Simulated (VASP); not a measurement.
Runs of VASP 6.6.1 on PbS (Galena). It takes space group Fm-3m (No. 225, cubic). Conventional cell: a = 5.931 Å, b = 5.931 Å, c = 5.931 Å, α = 90.00°, β = 90.00°, γ = 90.00°. Around Pb (site symmetry m-3m) lie 6 S at 2.97 Å. Around S (site symmetry m-3m) lie 6 Pb at 2.97 Å. 

| task | cell | gap on the mesh (eV) | pressure (GPa) |
| --- | --- | --- | --- |
| relaxation of the atoms | atoms relaxed from: a relaxed cell with its volume scaled by 0.98 | 0.04 | 1.2 |
| relaxation of cell and atoms | relaxed | 0.04 | 0.0 |
| relaxation of the atoms | atoms relaxed from: a relaxed cell with its volume scaled by 1.04 | (a) | -2.3 |
| relaxation of the atoms | atoms relaxed from: a relaxed cell with its volume scaled by 1.02 | 0.12 | -1.2 |
| relaxation of the atoms | atoms relaxed from: a relaxed cell with its volume scaled by 1.06 | (b) | -3.3 |
| relaxation of the atoms | atoms relaxed from: a relaxed cell with its volume scaled by 0.96 | 0.13 | 2.7 |
| relaxation of the atoms | atoms relaxed from: a relaxed cell with its volume scaled by 0.94 | 0.22 | 4.4 |
| relaxation of the atoms | atoms relaxed | 0.04 | 0.0 |

Alike in all rows: level LDA; potentials or basis VASP PAW LDA potentials, release 64 (Pb_d, S); no spin polarisation; k mesh 8 × 8 × 8; cutoff (eV) 600; smearing gaussian 0.03 eV.

Problem. Estimate the missing entries.

Solution. (a) 0.20; (b) 0.26.

Caveats: spin-orbit coupling is left out, which as a rule narrows the gap of such compounds by several tenths of an eV; the relaxation stopped at its first step, so nothing moved (some runs).

A k mesh can miss the band edges, and the runs leave out spin-orbit coupling on Pb.
